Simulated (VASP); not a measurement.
**YN: single point with PBE**

YN, a slab with vacuum:

```
N Y
1.0
     3.44856    0.00000    0.00000
    -1.72428    2.98654    0.00000
     0.00000    0.00000   24.85508
N Y
4 4
Direct
  0.33333 0.66667 0.30175
  0.00000 0.00000 0.41504
  0.66667 0.33333 0.52832
  0.33333 0.66667 0.64161
  0.66667 0.33333 0.35839
  0.33333 0.66667 0.47168
  0.00000 0.00000 0.58496
  0.66667 0.33333 0.69825
```

The cell isn't the ideal one: the (1 1 1) slab of YN, cut from the database cell, not relaxed.

```json
{
  "Program": "VASP 6.6.1",
  "Task": "single point",
  "Functional": "PBE",
  "Potentials or basis": "VASP PAW PBE potentials, release 64 (N, Y_sv)",
  "Cutoff": "520 eV",
  "k mesh": "9 × 9 × 1",
  "Occupations": "fermi-dirac, width 0.05 eV",
  "Spin": "no spin polarisation",
  "Dipole correction": "yes",
  "Further INCAR settings": "ALGO = Normal; EDIFF = 1e-07; NBANDS = 42"
}
```

```
Largest force          : 2.333 eV/Å
Band gap on the k mesh : none (metal or under the smearing width)
```

Forces on the atoms (eV/Å):
```
N    0.000  0.000  1.904
N    0.000  0.000  0.419
N    0.000  0.000  0.270
N    0.000  0.000  0.899
Y    0.000  0.000 -2.333
Y    0.000  0.000 -0.160
Y    0.000  0.000 -0.510
Y    0.000  0.000 -0.488
```

Levels at points of the mesh, in eV from the Fermi level:
| k point | band 30 | band 31 | band 32 | band 33 | band 34 | band 35 |
| --- | --- | --- | --- | --- | --- | --- |
| (0.00, 0.00, 0.00) | -0.83 | -0.21 | 0.23 | 0.23 | 1.25 | 2.16 |

Wall time 7.4 min on 1 thread of Intel(R) Xeon(R) 6975P-C (Granite Rapids) (shared host), peak memory 0.42 GiB.
